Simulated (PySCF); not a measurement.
Sb: density of states with PBE

The system is Sb.

```
Sb
1.0
     2.21018    1.27605    3.85565
    -2.21018    1.27605    3.85565
     0.00000   -2.55209    3.85565
Sb
2
Direct
  0.76651 0.76651 0.76651
  0.23349 0.23349 0.23349
```

| Property | Result |
| --- | --- |
| Program | PySCF 2.14.0 |
| Task | density of states |
| Functional | PBE |
| Potentials or basis | DZVP-MOLOPT-SR/GTH-PBE (potentials made for PBE) |
| k mesh | 8 × 8 × 8 |
| Occupations | fermi-dirac, width 0.05 eV |
| Spin | no spin polarisation |
| Symmetry | yes |
| Density cutoff | 50 Ha |
| Exponents discarded below (exp_to_discard) | 0.02 1/bohr^2 |
| Potentials | Sb GTH-PBE-q5 |
| Gaussian width of the DOS | 0.15 eV |
| conv_tol | 1e-07 Ha |
| max_cycle | 60 |
| Coulomb method | multigrid |

```
Band gap on the k mesh : none (metal or under the smearing width)
```

Levels at points of the mesh, in eV from the Fermi level:
| k point | band 3 | band 4 | band 5 | band 6 | band 7 | band 8 |
| --- | --- | --- | --- | --- | --- | --- |
| (0.00, 0.00, 0.00) | -1.88 | -1.66 | -1.66 | 2.04 | 2.59 | 2.59 |
| (0.50, 0.00, 0.00) | -1.83 | -1.73 | -0.34 | -0.26 | 0.17 | 0.50 |
| (0.50, 0.50, 0.00) | -5.08 | -3.45 | -3.38 | 2.02 | 4.54 | 6.15 |
| (0.50, 0.50, 0.50) | -1.26 | -1.26 | -0.58 | 0.15 | 0.15 | 0.93 |

States per cell in windows of 0.5 eV (zero at the Fermi level; states under -8 eV left out):
```tsv
from (eV)	total
-8.0	0.32
-7.5	0.20
-7.0	0.13
-6.5	0.05
-6.0	0.05
-5.5	0.07
-5.0	0.36
-4.5	0.44
-4.0	0.69
-3.5	0.71
-3.0	0.86
-2.5	0.85
-2.0	0.74
-1.5	0.71
-1.0	0.47
-0.5	0.12
0.0	0.41
0.5	0.81
1.0	0.66
1.5	0.54
2.0	0.88
2.5	0.70
3.0	0.58
3.5	0.56
4.0	0.33
4.5	0.32
5.0	0.27
5.5	0.69
6.0	0.63
6.5	0.46
7.0	0.58
7.5	0.53
```

Run time: 2.5 min on 4 threads of Intel(R) Xeon(R) Processor @ 2.50GHz (Skylake/Cascade Lake), on a shared host, peak memory 5 GiB.

Caveat: the basis of atomic orbitals isn't converged, which shifts pressures, moduli and gaps. The run has no spin-orbit coupling, so splittings on Sb are missing.
